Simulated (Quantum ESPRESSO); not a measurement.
The system is Fe.

```
CELL_PARAMETERS angstrom
-1.44300 1.44300 1.44300
1.44300 -1.44300 1.44300
1.44300 1.44300 -1.44300
ATOMIC_POSITIONS crystal
Fe 0.00000 0.00000 0.00000
```

Base run:

```yaml
Program: Quantum ESPRESSO 7.5
Functional: PBE
Potentials_or_basis: PseudoDojo 0.4.1 SR PBE standard
Cutoff: 1225 eV
Density_cutoff: 4898 eV
k_mesh: 13 × 13 × 13
Occupations: fermi-dirac, width 0.05 eV
Spin: collinear spin, ferromagnetic start
Starting_moments: "[3.0] μB"
```

Its results: band gap on the k mesh none (metal or under the smearing width); pressure -4.9 GPa; net moment 2.46 μB per cell; site moments Fe +2.54 μB.

Problem. The run is repeated on the same cell with these changes: functional from PBE to LDA; potentials or basis from PseudoDojo 0.4.1 SR PBE standard to PseudoDojo 0.4.1 SR LDA standard. What comes out?

Solution. Band gap on the k mesh none (metal or under the smearing width); pressure -24.5 GPa; net moment 2.29 μB per cell; site moments Fe +2.32 μB.

Caveats: so large a pressure means that the cell lies far from this level's equilibrium, or that cutoff or potentials fall short (some runs).
